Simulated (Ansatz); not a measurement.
# SnO: strain energy, fitted

SnO, P4/nmm, a = 3.805 Å, c = 4.753 Å. Ansatz: PBEsol, PAW, 420 eV, Γ-centred 14×14×12 mesh on 4 atoms, Gaussian smearing 0.10 eV; no spin polarisation. Series: biaxial strain in the a-b plane, c and atoms relaxed; x is the strain in per cent. y is the free energy over the unstrained cell, V0 = 17.208 Å³/atom.

| x (%) | y (meV/atom) |
| --- | --- |
| -6.0 | ? |
| -4.0 | 32.07 |
| -2.0 | 7.65 |
| 0.0 | 0.00 |
| 2.0 | 7.07 |
| 4.0 | 27.16 |

Question: Fit y = c2 x² + c3 x³ to the other rows, turn c2 into a modulus, and predict the missing energy.

Answer: Least squares on the rows shown. y = 1.8503 x² − 0.038327 x³. In eV per unit strain² c2 is 18.50; M is the biaxial modulus (E = M V0 ε²): 18.50 × 160.2 / (17.208) = 172 GPa. At x = -6.0 the fit asked for gives 74.89 meV/atom. The run gave 76.90 meV/atom, so the fit is 2.01 meV/atom too low, 2.6 % of the span of the series, against an rms of 0.03 meV/atom on the fitted rows. The row lies outside the fitted range. With a term in x⁴ added, a fit to the same known rows predicts 75.57 meV/atom, which recovers part of the miss; the known rows don't hold the rest.

1 further run of this set didn't finish or converge.